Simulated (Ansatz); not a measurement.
LaAlO₃:
```xyz
5
Lattice="3.8124 0.0000 0.0000 0.0000 3.8124 0.0000 0.0000 0.0000 3.8124" Properties=species:S:1:pos:R:3 pbc="T T T"
O      1.9062     0.0000     0.0000
O      0.0000     1.9062     0.0000
O      0.0000     0.0000     1.9062
Al     0.0000     0.0000     0.0000
La     1.9062     1.9062     1.9062
```

Relaxed with PBE. Special points in fractions of this cell's reciprocal vectors: Γ (0.000, 0.000, 0.000); X (0.000, 0.500, 0.000); M (0.500, 0.500, 0.000); R (0.500, 0.500, 0.500).

### Question
List the band energies nearest the valence-band maximum at these points for PBE with spin–orbit coupling (plane waves, PAW; program Ansatz).

### Answer
In eV from the valence-band maximum; about four levels below and three above (degenerate sets whole), none deeper than 8.9 eV; points with the same levels are listed once.

| k | below | above |
|---|---|---|
| Γ | -0.09 -0.09 -0.09 -0.09 | 3.49 3.49 3.49 3.49 |
| X | -1.08 -1.08 -1.05 -1.05 | 4.18 4.18 4.29 4.29 |
| M | -1.23 -1.23 -0.03 -0.03 | 4.16 4.16 4.25 4.25 |
| R | 0.00 0.00 0.00 0.00 | 4.30 4.30 4.30 4.30 |

Space group Pm-3m (cubic perovskite). This is a known high-temperature phase of the composition, computed here at zero pressure and temperature. Symmetry was held in the PBE relaxation. At this level the phase is dynamically unstable (imaginary phonons).

Potentials: the later of the program's two PAW sets.
